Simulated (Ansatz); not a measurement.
# SnTe (Fm-3m) in Ansatz: further runs, part 2 of 2

Ansatz 0.2.0.

### Step 3. Single point, HSE06, 29.40 Å³/atom (volume scaled by 0.94)

Input file input:

```
crystal:
  lattice:
    - [0.0, 3.0865288906, 3.0865288906]
    - [3.0865288906, 0.0, 3.0865288906]
    - [3.0865288906, 3.0865288906, 0.0]
  atoms:
    - { symbol: Te, position: [0.5, 0.5, 0.5] }
    - { symbol: Sn, position: [0.0, 0.0, 0.0] }
hamiltonian:
  xc: hse06
  pseudopotentials: { kind: paw }
kpoints:
  mp_grid: { grid: [4, 4, 4] }
scf:
  occupations: { method: fermi_dirac, width: 0.05 }
output:
  forces: true
  stress: true
  eigenvalues: true
```

Potentials or basis: Ansatz PAW.

Standard output:

```text
Warning: output.stress: scf.convergence.dr2_threshold = 1e-7 eV (the SCF's general default) is looser than the 2e-10 eV advised for a printed stress (1e-10 eV for each atom of the cell: 2). What an SCF threshold leaves in a stress goes as its square root, and in the free energy as the threshold itself, and one threshold admits the most on a small cell: of the crystals measured, under no hybrid functional and no lock of the moments, on runs that ended without the residual-converged pass, on stresses that held no estimate of that error, the worst erred by over 100 MPa in a component at 1e-7 eV an atom and by under 5 at 1e-10. Set scf.convergence.dr2_threshold to 2e-10 eV or tighter. The threshold is an SCF's pass mark: one that does not reach it within its budget of iterations ends unconverged, or closes short of it on a stop that the run arms, and scf.convergence.dr2_threshold's page says what that costs each kind of run
Warning: output.stress: scf.exx.energy_threshold = 1e-6 eV is looser than the 2e-8 eV advised for a stress under a hybrid functional (1e-8 eV for each atom of the cell: 2). Every SCF of the exchange loop can meet its threshold on dr2 while the loop round them stops early: no threshold on dr2 bounds what that leaves in the stress. Set scf.exx.energy_threshold to 2e-8 eV or tighter. The threshold is the loop's pass mark: a loop that does not reach it within its budget of cycles ends unconverged, and scf.exx.energy_threshold's page has the law
GPUs: using 1 of 1 available (devices: 1).
Engine: ansatz 0.2.0, x86_64-unknown-linux-gnu
Pseudopotentials: kind: paw
Pseudopotential: Te, paw, valence charge 16, recommended cutoff 420 eV (normal), Te.paw.azcp
Pseudopotential: Sn, paw, valence charge 14, recommended cutoff 420 eV (normal), Sn.paw.azcp
Functional definition: HSE06
  parameter a = 0.25
  parameter omega = 0.11/bohr
  exchange = pbe_x - a*pbe_x_sr(omega) + a*exact_x_sr(omega)
  correlation = pbe_c
device memory: the entry about to start is reckoned to put 0.7 GiB on a device that reports 59.8 GiB free (of which the cap on the GPU budget leaves the run 18.0 GiB)
GPU FFT provider: cuFFT
GPU libraries: cuBLAS 13.8.2, cuFFT 12.4.0, cuSOLVER 12.3.4
[... 77 lines left out ...]
  E_xc         = -401.842658
  E_vxc        = -162.003503  (∫ρ·V_xc dr)
  E_exx        = -81.413191  (= α·E_x^exact, valence–valence)
  E_paw        = -8830.370659  (= ΣΔE_a)
  E_vpaw       = -669.622222  (= ΣTr[D̂ρ^β])
  E_aug_tail   = -0.000173  (compensation charges beyond the density's cutoff)
  E_ewald      = -2986.455707
  E_core_change = 0.078164  (= ΣΔE_core)
  E_smearing   = -0.004814  (= −TS)
  E_closure    = 0.000000  (closes the sum)
  Σ components = -13013.161941   (vs F -13013.161941, Δ=-1.82e-12)
--- Forces (eV/Å), atoms counted from 1 ---
  atom   1  Te    -0.00000000     0.00000000    -0.00000000
  atom   2  Sn    -0.00000000    -0.00000000     0.00000000
  max |Σ_I F_I| component: 8.55e-30 eV/Å
--- Stress (GPa, compression-positive) ---
        3.858765       0.000000      -0.000000
        0.000000       3.858765       0.000000
        0.000000      -0.000000       3.858765
  P = ⅓ Tr σ = 3.8588 GPa (38.588 kbar)
--- Band table (eV; the first three rows and the last of 8) ---
  k-point 0: bands = ["-29.4068", "-29.4068", "-29.3958", "-29.3958", "-29.3958", "-13.8191", "-13.8191", "-13.7990", "-13.7990", "-13.7990", "-4.2646", "5.8183", "7.8307", "7.8307", "7.8307", "14.5670", "14.5670", "14.5670", "15.6149"]
  k-point 1: bands = ["-29.4066", "-29.4066", "-29.3955", "-29.3954", "-29.3954", "-13.8238", "-13.8238", "-13.7983", "-13.7950", "-13.7950", "-3.6435", "2.9782", "7.9522", "7.9522", "9.6326", "12.3791", "12.3791", "12.5588", "16.0721"]
  k-point 2: bands = ["-29.4064", "-29.4064", "-29.3953", "-29.3949", "-29.3949", "-13.8289", "-13.8289", "-13.7977", "-13.7905", "-13.7905", "-2.6294", "0.8072", "8.2035", "8.2035", "10.6665", "10.9003", "10.9760", "10.9760", "19.0952"]
  k-point 7: bands = ["-29.4070", "-29.4061", "-29.3951", "-29.3951", "-29.3940", "-13.8391", "-13.8218", "-13.7949", "-13.7949", "-13.7847", "-2.0953", "2.0939", "4.5947", "4.5947", "9.5643", "11.6439", "15.6078", "15.6078", "17.6504"]
```

Run time: 8 s. Hardware: 1 × NVIDIA H100 80GB HBM3 with 2 threads of AMD EPYC 7R13 (Zen 3), shared host; peak memory 1.7 GiB.

What came out:

```
Free energy : -13013.1619 eV
Pressure    : 3.9 GPa
```

Caveat: the k mesh is coarse (spacing up to 0.44 Å⁻¹), so the values aren't converged, least of all with exact exchange; the PAW data sets come from PBE, with cores solved anew for the run's functional, which leaves a small shift of forces and pressure; the thresholds are loose for stress.

### Step 4. Single point, HSE06, 30.03 Å³/atom (volume scaled by 0.96)

Edit input of step 3 so:

```diff
@@ -2,5 +2,5 @@
   lattice:
-    - [0.0, 3.0865288906, 3.0865288906]
-    - [3.0865288906, 0.0, 3.0865288906]
-    - [3.0865288906, 3.0865288906, 0.0]
+    - [0.0, 3.1082657258, 3.1082657258]
+    - [3.1082657258, 0.0, 3.1082657258]
+    - [3.1082657258, 3.1082657258, 0.0]
   atoms:
@@ -19 +19,5 @@
   eigenvalues: true
+  write_density: true
+  write_potential: true
+  elf: true
+  volumetric_format: npy
```

It took 8.8 s on 1 × NVIDIA H100 80GB HBM3 with 2 threads of AMD EPYC 7R13 (Zen 3), shared host; peak memory 1.7 GiB.

Results (log left out):

- Free energy: -13013.1875 eV
- Pressure: 2.7 GPa

Caveat: the k mesh is coarse (spacing up to 0.44 Å⁻¹), so the values aren't converged, least of all with exact exchange; the PAW data sets come from PBE, with cores solved anew for the run's functional, which leaves a small shift of forces and pressure; the thresholds are loose for stress.

### Step 5. Single point, HSE06, 30.66 Å³/atom (volume scaled by 0.98)

Input file input:

```
crystal:
  lattice:
    - [0.0, 3.1297027185, 3.1297027185]
    - [3.1297027185, 0.0, 3.1297027185]
    - [3.1297027185, 3.1297027185, 0.0]
  atoms:
    - { symbol: Te, position: [0.5, 0.5, 0.5] }
    - { symbol: Sn, position: [0.0, 0.0, 0.0] }
hamiltonian:
  xc: hse06
  pseudopotentials: { kind: paw }
kpoints:
  mp_grid: { grid: [4, 4, 4] }
scf:
  occupations: { method: fermi_dirac, width: 0.05 }
output:
  forces: true
  stress: true
  eigenvalues: true
```

Wall time 8.7 s (1 × NVIDIA H100 80GB HBM3 with 2 threads of AMD EPYC 7R13 (Zen 3), shared host); peak memory 1.7 GiB.

Results (log left out):

```
Free energy : -13013.2053 eV
Pressure    : 1.9 GPa
```

Caveat: the k mesh is coarse (spacing up to 0.43 Å⁻¹), so the values aren't converged, least of all with exact exchange; the PAW data sets come from PBE, with cores solved anew for the run's functional, which leaves a small shift of forces and pressure; the thresholds are loose for stress.

### Step 6. Single point, HSE06, 31.28 Å³/atom

Edit input of step 5 so:

```diff
@@ -2,5 +2,5 @@
   lattice:
-    - [0.0, 3.1297027185, 3.1297027185]
-    - [3.1297027185, 0.0, 3.1297027185]
-    - [3.1297027185, 3.1297027185, 0.0]
+    - [0.0, 3.15085, 3.15085]
+    - [3.15085, 0.0, 3.15085]
+    - [3.15085, 3.15085, 0.0]
   atoms:
@@ -19 +19,5 @@
   eigenvalues: true
+  write_density: true
+  write_potential: true
+  elf: true
+  volumetric_format: npy
```

Potentials or basis: Ansatz PAW.

Wall time 12 s (1 × NVIDIA H100 80GB HBM3 with 2 threads of AMD EPYC 7R13 (Zen 3), shared host); peak memory 1.7 GiB.

The run converged. Its results:

| Quantity | Value |
| --- | --- |
| Free energy | -13013.2171 eV |
| Pressure | 1.1 GPa |

Caveat: the k mesh is coarse (spacing up to 0.43 Å⁻¹), so the values aren't converged, least of all with exact exchange; the PAW data sets come from PBE, with cores solved anew for the run's functional, which leaves a small shift of forces and pressure; the thresholds are loose for stress.

### Step 7. Single point, HSE06, 31.91 Å³/atom (volume scaled by 1.02)

Edit input of step 6 so:

```diff
@@ -2,5 +2,5 @@
   lattice:
-    - [0.0, 3.15085, 3.15085]
-    - [3.15085, 0.0, 3.15085]
-    - [3.15085, 3.15085, 0.0]
+    - [0.0, 3.1717171644, 3.1717171644]
+    - [3.1717171644, 0.0, 3.1717171644]
+    - [3.1717171644, 3.1717171644, 0.0]
   atoms:
```

It took 16 s on 1 × NVIDIA H100 80GB HBM3 with 2 threads of AMD EPYC 7R13 (Zen 3), shared host; peak memory 1.7 GiB.

Results (log left out):

```yaml
Free_energy: -13013.2227 eV
Pressure: 0.3 GPa
```

Caveat: the k mesh is coarse (spacing up to 0.43 Å⁻¹), so the values aren't converged, least of all with exact exchange; the PAW data sets come from PBE, with cores solved anew for the run's functional, which leaves a small shift of forces and pressure; the thresholds are loose for stress.

### Step 8. Single point, HSE06, 32.53 Å³/atom (volume scaled by 1.04)

Input file input:

```
crystal:
  lattice:
    - [0.0, 3.1923133075, 3.1923133075]
    - [3.1923133075, 0.0, 3.1923133075]
    - [3.1923133075, 3.1923133075, 0.0]
  atoms:
    - { symbol: Te, position: [0.5, 0.5, 0.5] }
    - { symbol: Sn, position: [0.0, 0.0, 0.0] }
hamiltonian:
  xc: hse06
  pseudopotentials: { kind: paw }
kpoints:
  mp_grid: { grid: [4, 4, 4] }
scf:
  occupations: { method: fermi_dirac, width: 0.05 }
output:
  forces: true
  stress: true
  eigenvalues: true
```

Run time: 12 s. Hardware: 1 × NVIDIA H100 80GB HBM3 with 2 threads of AMD EPYC 7R13 (Zen 3), shared host; peak memory 1.7 GiB.

Results (log left out):

| Item | Value |
| --- | --- |
| Free energy | -13013.2220 eV |
| Pressure | -0.5 GPa |
| Band gap on the k mesh | 0.26 eV, direct |

Caveat: the k mesh is coarse (spacing up to 0.43 Å⁻¹), so the values aren't converged, least of all with exact exchange; spin-orbit coupling is left out, which moves the levels of the heavy elements; the PAW data sets come from PBE, with cores solved anew for the run's functional, which leaves a small shift of forces and pressure; the thresholds are loose for stress.

### Step 9. Single point, HSE06, 33.16 Å³/atom (volume scaled by 1.06)

Edit input of step 8 so:

```diff
@@ -2,5 +2,5 @@
   lattice:
-    - [0.0, 3.1923133075, 3.1923133075]
-    - [3.1923133075, 0.0, 3.1923133075]
-    - [3.1923133075, 3.1923133075, 0.0]
+    - [0.0, 3.2126470615, 3.2126470615]
+    - [3.2126470615, 0.0, 3.2126470615]
+    - [3.2126470615, 3.2126470615, 0.0]
   atoms:
@@ -19 +19,5 @@
   eigenvalues: true
+  write_density: true
+  write_potential: true
+  elf: true
+  volumetric_format: npy
```

Potentials or basis: Ansatz PAW.

Run time: 9.6 s. Hardware: 1 × NVIDIA H100 80GB HBM3 with 2 threads of AMD EPYC 7R13 (Zen 3), shared host; peak memory 1.7 GiB.

Results (log left out):

| Quantity | Value |
| --- | --- |
| Free energy | -13013.2152 eV |
| Pressure | -1.2 GPa |
| Band gap on the k mesh | 0.33 eV, direct |

Caveat: the k mesh is coarse (spacing up to 0.42 Å⁻¹), so the values aren't converged, least of all with exact exchange; spin-orbit coupling is left out, which moves the levels of the heavy elements; the PAW data sets come from PBE, with cores solved anew for the run's functional, which leaves a small shift of forces and pressure; the thresholds are loose for stress.

### Step 10. Equation of state, HSE06

Potentials or basis: Ansatz PAW.

No new run: the results of the series are fitted here.

Results:

- Equilibrium volume: 32.14 Å³/atom (rough: see the caveat)
- Bulk modulus: 39 GPa (rough)

Energy against volume, from the lowest point:
```csv
volume (Å³/atom),energy (meV/atom)
29.404,30.36
30.030,17.58
30.656,8.66
31.281,2.79
31.907,0.00
32.532,0.33
33.158,3.72
```

Caveat: the k mesh is coarse (spacing up to 0.43 Å⁻¹), so the values aren't converged, least of all with exact exchange; the fit is doubtful: noisy points or a state that changes with volume; the PAW data sets were made with another functional, which shifts forces and pressure a little.

### Step 11. Comparison with measurements

Step 2. Against the measured gap of SnTe, 0.18 eV (direct; 300 K; a printed reference work, textbook), the calculated 0.12 eV is off by -0.06 eV. Spin-orbit coupling on Sn, Te is left out. The value is that of HSE06, without temperature or zero-point motion.
